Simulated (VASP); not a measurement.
## RbBr: single point with PBE

RbBr:

```
Rb Br
1.0
     0.00000    3.42700    3.42700
     3.42700    0.00000    3.42700
     3.42700    3.42700    0.00000
Rb Br
1 1
Cartesian
  0.0086 -0.0037 -0.0097
  3.4051 3.3998 3.4428
```

The cell isn't the ideal one: atoms moved at random, drawn with an rms of 0.05 Å.

```json
{"Program": "VASP 6.6.1", "Task": "single point", "Functional": "PBE", "Potentials or basis": "VASP PAW PBE potentials, release 64 (Rb_sv, Br)", "Cutoff": "520 eV", "k mesh": "7 × 7 × 7", "Occupations": "fermi-dirac, width 0.05 eV", "Spin": "no spin polarisation"}
```

```
Pressure               : 1.0 GPa
Largest force          : 0.058 eV/Å
Band gap on the k mesh : 4.36 eV, direct
```

Forces on the atoms (eV/Å):
```
Rb  -0.038 -0.030  0.032
Br   0.038  0.030 -0.032
```

Levels at points of the mesh, in eV from the valence-band top:
| k point | band 5 | band 6 | band 7 | band 8 | band 9 | band 10 | band 11 | band 12 |
| --- | --- | --- | --- | --- | --- | --- | --- | --- |
| (0.00, 0.00, 0.00) | -8.49 | 0.00 | 0.00 | 0.00 | 4.36 | 7.28 | 7.28 | 7.28 |

Wall time 86 s on 1 thread of Intel(R) Xeon(R) Platinum 8559C (Emerald Rapids), with other jobs on the host, peak memory 0.35 GiB.

Caveat: an odd mesh through Γ misses points on the zone boundary, where band edges often lie.
